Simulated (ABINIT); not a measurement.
As:

```
As
1.0
     1.88080    1.08588    3.51406
    -1.88080    1.08588    3.51406
     0.00000   -2.17176    3.51406
As
2
Cartesian
  0.0000 0.0000 2.3825
  0.0000 0.0000 8.1597
```

Base run:

- Program: ABINIT 10.8.3 (patched build)
- Functional: revPBE
- Potentials or basis: JTH PAW PBE v2.0
- Cutoff: 490 eV
- k mesh: 9 × 9 × 9
- Occupations: fermi-dirac, width 0.05 eV
- Spin: no spin polarisation

Its results: band gap on the k mesh none (metal or under the smearing width); pressure 5.0 GPa; largest force 0.477 eV/Å.

Q: After a change of settings the same cell gave: band gap on the k mesh none (metal or under the smearing width); pressure 1.9 GPa; largest force 0.160 eV/Å. Which change was it?
A. functional from revPBE to BLYP
B. functional from revPBE to PBEsol
C. functional from revPBE to PBE
D. functional from revPBE to r2SCAN

A: D.

Caveats: the PAW data sets were made with another functional, which shifts forces and pressure a little.
